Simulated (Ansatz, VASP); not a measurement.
## TiTe2: VASP beside Ansatz

Contents of INCAR:

```
SYSTEM = TiTe2
PREC = Accurate
ENCUT = 520
EDIFF = 1E-7
ISMEAR = -1
SIGMA = 0.02
LREAL = .FALSE.
LASPH = .TRUE.
NELM = 80
ALGO = Normal
ISIF = 2
LWAVE = .FALSE.
LCHARG = .FALSE.
GGA = PE
NBANDS = 19
```

Contents of KPOINTS:

```
regular mesh
0
G
  5 5 5
  0 0 0
```

Contents of POSCAR:

```
TiTe2
1.0
    3.7903815437      0.0000000000      0.0000000000
   -1.8951907719      3.2825667069      0.0000000000
    0.0000000000      0.0000000000      6.5558879831
Ti Te
1 2
Direct
    0.0000000000      0.0000000000      0.0000000000
    0.6666666667      0.3333333333      0.2577957668
    0.3333333333      0.6666666667      0.7422042332
```

Input for Ansatz:

```yaml
crystal:
  lattice:
    - [3.7903815437, 0.0, 0.0]
    - [-1.8951907719, 3.2825667069, 0.0]
    - [0.0, 0.0, 6.5558879831]
  atoms:
    - { symbol: Ti, position: [0.0, 0.0, 0.0] }
    - { symbol: Te, position: [0.6666666667, 0.3333333333, 0.2577957668] }
    - { symbol: Te, position: [0.3333333333, 0.6666666667, 0.7422042332] }
kpoints:
  mp_grid: { grid: [5, 5, 5] }
hamiltonian:
  xc: pbe
scf:
  occupations: { method: fermi_dirac, width: 0.02 }
  n_extra_bands: 4
output:
  forces: true
  stress: true
  eigenvalues: true
```

Alike in both runs: task single point; functional PBE; k mesh 5 × 5 × 5; occupations fermi-dirac, width 0.02 eV; no spin polarisation.

|  | VASP | Ansatz |
| --- | --- | --- |
| version | VASP 6.6.1 | Ansatz 0.2.0 |
| potentials or method | VASP PAW PBE potentials, release 64 (Ti_sv, Te) | plane waves |
| plane-wave cutoff (eV) | 520 | 420 |
| valence electrons in the cell | 24 | 44 |

VASP gave:

```
pressure (GPa)                                  : 1.0
largest component of the traceless stress (GPa) : 0.81
rms of the force components (eV/Å)              : 0.075
```

Q: Which values does Ansatz return?

A: Pressure (GPa): 1.0; largest component of the traceless stress (GPa): 0.80; rms of the force components (eV/Å): 0.070.

Atom by atom the forces differ by 0.004 eV/Å (rms over components). With one functional, cell and mesh, what is left measures potentials, basis and numerics. The two sets of potentials don't hold the same shells in valence.

Caveats: the k mesh is coarse (spacing up to 0.38 Å⁻¹), so the values aren't converged; this functional lacks dispersion, which binds the layers, so the pressure and a relaxed spacing across them are unreliable. The runs have no spin-orbit coupling, so splittings on Te are missing.
